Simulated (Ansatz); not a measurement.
# Is this BeTe4 stable against decomposition?

Theory: DFT PBE, scalar-relativistic, plane waves, PAW (Ansatz). All cells share a 420 eV cutoff and Γ-centred k meshes spaced about 0.3 Å⁻¹ or finer (0.25 for metals, 2π included). No spin polarisation.

Formation energies are uncorrected and refer to the elements' standard structures at the same level.

These are static total energies at zero pressure. Weakly bound directions are ill-defined at this level, which has no dispersion term (BeTe4 R3m). Spin–orbit coupling, which can matter for Te, is left out. The reference form of Te is held partly by dispersion forces, which this level lacks.

The competitors are the elements and 1 reference phase of this chemical system (from databases or known types: BeTe), relaxed at the same level; other known phases may be missing.

The candidate was reached from: a cell proposed by chemical analogy.

```xyz
5
Lattice="2.0746 1.1978 10.2589 -2.0746 1.1978 10.2589 0.0000 -2.3956 10.2589" Properties=species:S:1:pos:R:3 pbc="T T T"
Be    0.0000    0.0000    2.4498
Te    0.0000    0.0000   30.6327
Te    0.0000    0.0000   23.5885
Te    0.0000    0.0000    8.2204
Te    0.0000    0.0000   16.6302
```

Question: Where does it stand against these competitors?

Answer: Not stable. Its formation energy is -0.009 eV/atom. The lowest competing mixture at this composition is this:

| phase | space group | source | share of atoms | ΔE_f (eV/atom) |
| --- | --- | --- | --- | --- |
| Te | - | element | 0.6000 | 0.000 |
| BeTe | F-43m (No. 216) | COD | 0.4000 | -0.361 |

The mixture lies at -0.144 eV/atom, and the candidate lies 135 meV/atom above it. The candidate matches no cell in the subsets of the Crystallography Open Database and the Materials Project at hand. It is metastable at best. Phonons aren't part of this comparison. It holds Te–Te nets (shortest 3.03 Å).
